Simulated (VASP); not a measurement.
Runs of VASP 6.6.1 on WS2. Symmetry: Fm-3m, No. 225, cubic system. Conventional cell: a = 6.016 Å, b = 6.016 Å, c = 6.016 Å, α = 90.00°, β = 90.00°, γ = 90.00°. W (site symmetry m-3m) has 8 S at 2.60 Å as nearest neighbours. Around S (site symmetry -43m) lie 4 W at 2.60 Å. Measurements of this composition are mostly on another form, of space group No. 194.

```tsv
level	spin	U	fixed moment (μB)	gap on the mesh (eV)	pressure (GPa)	moment (μB)
PBEsol+U	collinear, ferromagnetic start	W d U = 5 eV	3	-	1.5	3.00
PBEsol	off	-	-	none	-14.2	-
PBEsol	collinear, ferromagnetic start	-	-	none	-10.7	(a)
PBEsol	collinear, random start	-	-	none	-14.2	0.00
```

Alike in all rows: task single point; potentials or basis VASP PAW PBE potentials, release 64 (W_sv, S); cell as given; k mesh 6 × 6 × 6; cutoff (eV) 520; smearing gaussian 0.05 eV.

Q: Fill in the values left out.

A: (a) 1.75.

Caveats: the PAW data sets were made with another functional, which shifts forces and pressure a little; the moment is held away from its start (some runs); the total moment is fixed, so each spin has its own Fermi level (some runs).

A k mesh can miss the band edges, and the runs leave out spin-orbit coupling on W.

A gap of «none» marks a metal or a gap under the smearing width.
